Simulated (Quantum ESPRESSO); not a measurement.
## MgSi: phonons at points of the zone under several settings

```
CELL_PARAMETERS angstrom
2.90839 0.00000 0.00000
0.00000 2.90839 0.00000
0.00000 0.00000 4.10343
ATOMIC_POSITIONS crystal
Si 0.50000 0.50000 0.50000
Mg 0.00000 0.00000 0.00000
```

The cell comes from a database or a generator and needn't be the stable form of this composition.

All runs used Quantum ESPRESSO 7.5; potentials GBRV 1.5 PBEsol; k mesh 6 × 6 × 5; given cell, atoms relaxed; no spin polarisation; cutoff 612 eV; occupations cold, width 0.2 eV.

| level | point | frequencies (cm⁻¹) |
| --- | --- | --- |
| PBEsol | Γ (0.000, 0.000, 0.000) | 0 0 0 177 177 286 |
| PBEsol | A (0.500, 0.500, 0.500) | ? |
| PBEsol | M (0.500, 0.500, 0.000) | 143i 143i 119 173 294 294 |
| PBEsol | R (0.000, 0.500, 0.500) | 47i 132 151 212 300 333 |
| PBEsol | X (0.000, 0.500, 0.000) | 89 151 177 185 201 320 |

What stands in the row left open?

Frequencies 148i 148i 229 233 308 308 cm⁻¹.

Values marked i are imaginary: the cell is unstable against those modes at that level, or the meshes are too thin.

Caveats: all runs use coarse meshes; the mesh is thin for the phonons of a metal; some modes are imaginary (some runs); the q point doesn't lie on the k mesh, which can shift a metal's frequencies strongly unless the mesh is converged (some runs).

For the row left open. Caveat: the k mesh is coarse (spacing up to 0.36 Å⁻¹), so the values aren't converged; the mesh is thin for the phonons of a metal; some modes are imaginary; the q point doesn't lie on the k mesh, which can shift a metal's frequencies strongly unless the mesh is converged.
